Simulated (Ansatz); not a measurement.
# ZrO2: the cost of one run

Method: DFT PBEsol, scalar-relativistic, plane waves, PAW, in Ansatz 0.2.0.

The COD entry's cell or inner coordinates are ideal or old and differ from later refinements, so a difference from it is no clean test against experiment.

2 further runs of the same task are left out: 2 set aside as unsound or not needed.

### Step 1. The starting structure

It takes space group Fm-3m (No. 225, cubic). Conventional cell: a = 5.064 Å, b = 5.064 Å, c = 5.064 Å, α = 90.00°, β = 90.00°, γ = 90.00°. Zr (site symmetry m-3m) has 8 O at 2.19 Å as nearest neighbours. O (site symmetry -43m) has 4 Zr at 2.19 Å as nearest neighbours.

Structure file:

```cif
data_structure
_symmetry_space_group_name_H-M 'Fm-3m'
_symmetry_Int_Tables_number 225
_cell_length_a 5.0640
_cell_length_b 5.0640
_cell_length_c 5.0640
_cell_angle_alpha 90.000
_cell_angle_beta 90.000
_cell_angle_gamma 90.000
_cell_volume 129.86
loop_
_atom_site_label
_atom_site_type_symbol
_atom_site_symmetry_multiplicity
_atom_site_Wyckoff_symbol
_atom_site_fract_x
_atom_site_fract_y
_atom_site_fract_z
_atom_site_occupancy
Zr1 Zr 4 a 0.00000 0.00000 0.00000 1
O1 O 8 c 0.25000 0.75000 0.75000 1
```

It is the result of an earlier relaxation at this level (volume 10.82 Å³/atom; gap on the mesh: 3.33 eV).

### Step 2. Relaxing at 40 GPa

What is minimised here is the enthalpy; the energy can go up as the cell is squeezed.

input.yaml

```yaml
crystal:
  lattice:
    - [0.0, 2.5320190108, 2.5320190108]
    - [2.5320190108, 0.0, 2.5320190108]
    - [2.5320190108, 2.5320190108, 0.0]
  atoms:
    - { symbol: Zr, position: [0.0, 0.0, 0.0] }
    - { symbol: O, position: [0.25, 0.25, 0.25] }
    - { symbol: O, position: [0.75, 0.75, 0.75] }
basis:
  ecutwfc: 420
kpoints:
  mp_grid: { grid: [8, 8, 8] }
hamiltonian:
  xc: pbesol
scf:
  occupations: { method: fixed }
output:
  forces: true
  stress: true
  eigenvalues: true
relax:
  adjacent_minimum: "off"
  f_tol: 0.001
  max_steps: 60
  cell: { stress_tol: 0.02, p_target: 40.0 }
```

Started as:

```sh
ansatz run input.yaml --threads 1 --pin off --max-ram 3072MiB --backend cpu --events-out ev --progress --plain --runs-dir out
```

**Question.** How long does this run take on 1 thread of Intel Xeon at 2.50GHz (Skylake/Cascade Lake), shared host, and how much memory does it need?

About 24 s, with a peak of 0.32 GiB.
